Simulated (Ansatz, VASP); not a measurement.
## One calculation of KCl, two programs

```
CELL_PARAMETERS angstrom
3.83485 0.00000 0.00000
0.00000 3.83485 0.00000
0.00000 0.00000 3.83485
ATOMIC_POSITIONS crystal
K 0.00000 0.00000 0.00000
Cl 0.50000 0.50000 0.50000
```

Alike in both runs: task single point; functional PBE; k mesh 6 × 6 × 6; no spin polarisation.

|  | VASP | Ansatz |
| --- | --- | --- |
| version | VASP 6.6.1 | Ansatz 0.2.0 |
| potentials or method | VASP PAW PBE potentials, release 64 (K_sv, Cl) | plane waves, PAW |
| plane-wave cutoff (eV) | 520 | 420 |
| occupations | gaussian, width 0.01 eV | fixed |
| valence electrons in the cell | 16 | 16 |

```csv
,VASP,Ansatz,Ansatz less VASP
gap on the k mesh at the Fermi level (eV),4.81,4.81,+0.001
pressure (GPa),0.0,0.0,-0.01
```

A k mesh can miss the band edges.
